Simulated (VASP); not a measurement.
A run of VASP 6.6.1 is set up as follows.

run.py

```python
from ase.calculators.vasp import Vasp
from ase.dft.bandgap import bandgap
from ase.io import read

atoms = read('Ta2N.xyz')
calc = Vasp(
    directory='calc',
    xc='pbesol',
    pp='PBE',
    setups='recommended',
    prec='Accurate',
    encut=520,
    ediff=1e-06,
    ismear=-1,
    sigma=0.02,
    lreal=False,
    lasph=True,
    nelm=60,
    algo='Normal',
    isif=2,
    lwave=False,
    lcharg=True,
    lmaxmix=4,
    ldautype=1,
    ldauprint=1,
    ldau_luj={'Ta': {'L': 2, 'U': 4, 'J': 0.9}},
    kpts=[8, 8, 5],
    gamma=True,
    nbands=20,
)
atoms.calc = calc

print('energy (eV):', atoms.get_potential_energy())
print('free energy (eV):', atoms.get_potential_energy(force_consistent=True))
efermi = calc.get_fermi_level()
print('Fermi level (eV):', efermi)
path = atoms.cell.bandpath(npoints=40, eps=1e-4)
print('path:', path.path)
calc.set(kpts=path.kpts, reciprocal=True, icharg=11, isym=0, lcharg=False)
calc.calculate(atoms)
print('gap on the path (eV):', bandgap(calc, efermi=efermi)[0])
print('direct gap on the path (eV):', bandgap(calc, efermi=efermi, direct=True)[0])
```

Ta2N.xyz

```xyz
3
Lattice="3.1128615060 0.0000000000 0.0000000000 -1.5564307530 2.6958171426 0.0000000000 0.0000000000 0.0000000000 4.8698410000" Properties=species:S:1:pos:R:3 pbc="T T T"
Ta    -0.0000000002      1.7972114285      1.2404020710
Ta     1.5564307532      0.8986057141      3.6294389290
N      0.0000000000      0.0000000000      0.0000000000
```

Potentials or basis: VASP PAW PBE potentials, release 64 (Ta_pv, N).

Launch:

```bash
$ python run.py
```

(1) Predict the band gap along the path.

Answers

(1) none (metal or under the smearing width).

Caveat: the log is that of the step along the path at fixed density, whose energy, stress, charges and moments have no meaning; spin-orbit coupling is left out, which moves the levels of the heavy elements; U without spin polarisation on a metal has little footing.
